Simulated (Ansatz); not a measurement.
Structure types of Pt compared at -2.9 GPa

Structure types of Pt are relaxed in primitive cells with their symmetry kept at -2.9 GPa, first on PAW files, then by LAPW. The enthalpy is E + pV at zero temperature, without zero-point motion. Only the types listed were tried, and differences under about 5 meV/atom are mesh noise.

Computed with Ansatz 0.2.0; functional PBE, scalar-relativistic. Settings: Fermi–Dirac smearing of 0.05 eV, no spin polarisation. Methods: LAPW: all electrons, basis error target 0.5 meV/atom; PAW: frozen-core files, cutoff 420 eV.

k meshes: fcc 17×17×17, bcc 17×17×17, hcp 16×16×9, beta tin 16×16×16, omega 8×8×11, diamond 12×12×12.

Spin–orbit coupling is left out, which matters for the heavy atoms.

```tsv
start type	ends as	a, b, c (Å)	V (Å³/atom)	H − H(lowest), LAPW (meV/atom)
fcc	fcc, Fm-3m	3.986, 3.986, 3.986	15.83	0.0
bcc	bcc, Im-3m	3.177, 3.177, 3.177	16.03	95.2
hcp	hcp, P6_3/mmc	2.771, 2.771, 4.798	15.95	?
beta tin	beta tin, I4_1/amd	5.056, 5.056, 2.724	17.41	271.8
omega	omega, P6/mmm	4.543, 4.543, 2.725	16.24	?
diamond	diamond, Fd-3m	5.830, 5.830, 5.830	24.77	923.4
```

Question: Fill in "H − H(lowest), LAPW (meV/atom)" for the row "omega".

Answer: 147.4.

Question: Fill in "H − H(lowest), LAPW (meV/atom)" for the row "hcp".

Answer: 58.8.
